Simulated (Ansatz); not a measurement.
# SiO₂: course of a relaxation

These are results of Ansatz 0.2.0, DFT PBE, scalar-relativistic, plane waves, PAW, not measurements. Run with 420 eV cutoff, 6×6×6 k-mesh, Gaussian smearing of 0.02 eV, no spin polarisation.

What was changed: relaxed at -1 GPa.

Command:

```bash
ansatz run input.yaml --threads 2 --pin off --max-ram 5120MiB --backend cpu --events-out ev --progress --plain --runs-dir out
```

Input:

```yaml
crystal:
  lattice:
    - [-4.5195111229, 4.5195111229, 2.6448540095]
    - [4.5195111229, -4.5195111229, 2.6448540095]
    - [4.5195111229, 4.5195111229, -2.6448540095]
  atoms:
    - { symbol: Si, position: [0.176930407, 0.176930407, 0.353860814] }
    - { symbol: Si, position: [0.823069593, 0.176930407, 0.0] }
    - { symbol: Si, position: [0.176930407, 0.823069593, 0.0] }
    - { symbol: Si, position: [0.823069593, 0.823069593, 0.646139186] }
    - { symbol: O, position: [0.5, 0.5, 0.5] }
    - { symbol: O, position: [0.0, 0.5, 0.0] }
    - { symbol: O, position: [0.5, 0.0, 0.0] }
    - { symbol: O, position: [0.0, 0.0, 0.5] }
    - { symbol: O, position: [0.0, 0.2094528991, 0.2094528991] }
    - { symbol: O, position: [0.7905471009, 0.0, 0.7905471009] }
    - { symbol: O, position: [0.2094528991, 0.0, 0.2094528991] }
    - { symbol: O, position: [0.0, 0.7905471009, 0.7905471009] }
basis:
  ecutwfc: 420
kpoints:
  mp_grid: { grid: [6, 6, 6] }
hamiltonian:
  xc: pbe
scf:
  occupations: { method: gaussian, width: 0.02 }
output:
  forces: true
  stress: true
  eigenvalues: true
relax:
  adjacent_minimum: "off"
  f_tol: 0.008
  max_steps: 50
  cell: { stress_tol: 0.08, p_target: -1.0 }
```

F is the free energy. Steps run on the plane waves of an earlier cell, but the last one, and at times one on the way, on a freshly chosen basis, so a repeated geometry can differ a little in energy. The relaxation lowers the enthalpy F + PV at the target pressure, so F itself can rise.

Steps:

```csv
step,F − F(1) (eV),largest force component (eV/Å),V (Å³/atom),P (GPa)
1,0.0000,0.052,18.008,-1.33
2,-0.0024,0.040,17.991,-1.17
3,-0.0050,0.015,17.970,-0.97
4,-0.0043,0.013,17.977,-0.99
5,-0.0042,0.000,17.978,-1.00
6,-0.0032,0.000,17.978,-1.01
```

Relaxed structure:

```cif
data_structure
_symmetry_space_group_name_H-M 'P 1'
_symmetry_Int_Tables_number 1
_cell_length_a 6.9155
_cell_length_b 6.9155
_cell_length_c 6.9155
_cell_angle_alpha 98.382
_cell_angle_beta 98.382
_cell_angle_gamma 135.110
_cell_volume 215.73
loop_
_atom_site_label
_atom_site_type_symbol
_atom_site_fract_x
_atom_site_fract_y
_atom_site_fract_z
_atom_site_occupancy
Si1 Si 0.17682 0.17682 0.35365 1
Si2 Si 0.82318 0.17682 0.00000 1
Si3 Si 0.17682 0.82318 0.00000 1
Si4 Si 0.82318 0.82318 0.64635 1
O1 O 0.50000 0.50000 0.50000 1
O2 O 0.00000 0.50000 0.00000 1
O3 O 0.50000 0.00000 0.00000 1
O4 O 0.00000 0.00000 0.50000 1
O5 O 0.00000 0.20887 0.20887 1
O6 O 0.79113 0.00000 0.79113 1
O7 O 0.20887 0.00000 0.20887 1
O8 O 0.00000 0.79113 0.79113 1
```

Symmetry: I4/mmm, No. 139, tetragonal system. The conventional cell has a = 9.039 Å, b = 9.039 Å, c = 5.281 Å, α = 90.00°, β = 90.00°, γ = 90.00°. Si (site symmetry m2m) is surrounded by 4 O at 1.62 Å. Around O (site symmetry 2/m) lie 2 Si at 1.62 Å. O (site symmetry m2m) is surrounded by 2 Si at 1.62 Å.

The run converged. It took 45 s on 2 threads of Intel(R) Xeon(R) CPU @ 2.60GHz (Ice Lake) (shared host), peak memory 0.65 GiB.